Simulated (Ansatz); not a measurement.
One crystal and one scan (scan of one atom of the cell) at two levels, PBE (plane waves to 420 eV, PAW, scalar-relativistic; Ansatz, a program for electronic structure) and r2SCAN (plane waves to 500 eV, PAW, scalar-relativistic; Ansatz), each from its own relaxed cell and on its own mesh.

The crystal is GeO2 (rutile); one O atom of a 6-atom cell moves by s along Cartesian [110], with its periodic images.

The energy includes the smearing's −TS. GeO2 was relaxed with its symmetry unable to fall. Both scans cover s from -0.380 to 0.380 Å.

```json
[
 {"quantity": "Lattice constant a (Å)", "run 1": "4.411", "run 2": "4.488"},
 {"quantity": "Lattice constant c (Å)", "run 1": "2.870", "run 2": "2.905"},
 {"quantity": "Relaxed volume (Å³/atom)", "run 1": "9.31", "run 2": "9.75"},
 {"quantity": "Band gap of the relaxed cell, no spin-orbit coupling (eV)", "run 1": "2.51", "run 2": "1.23"},
 {"quantity": "Energy at s = 0.380 Å (meV/cell)", "run 1": "558", "run 2": "456"},
 {"quantity": "Force along the line at s = -0.380 Å (eV/Å)", "run 1": "3.070", "run 2": "2.527"},
 {"quantity": "Force constant k = d²E/ds² at s = 0 (finite differences) (eV/Å²)", "run 1": "7.35", "run 2": "5.98"}
]
```

Task: Which run is which level?

Result: Run 2 is PBE, run 1 is r2SCAN. PBE gives the higher value for: lattice constant a; lattice constant c; relaxed volume. PBE gives the lower value for: band gap of the relaxed cell, no spin-orbit coupling; energy at s = 0.380 Å; force along the line at s = -0.380 Å; force constant k = d²E/ds² at s = 0. Both give the same symmetry of the curve: even: the same for both signs.

(A displaced cell: forces are minus the slopes of the energy, force constants its curvatures, and phonons follow from these.)
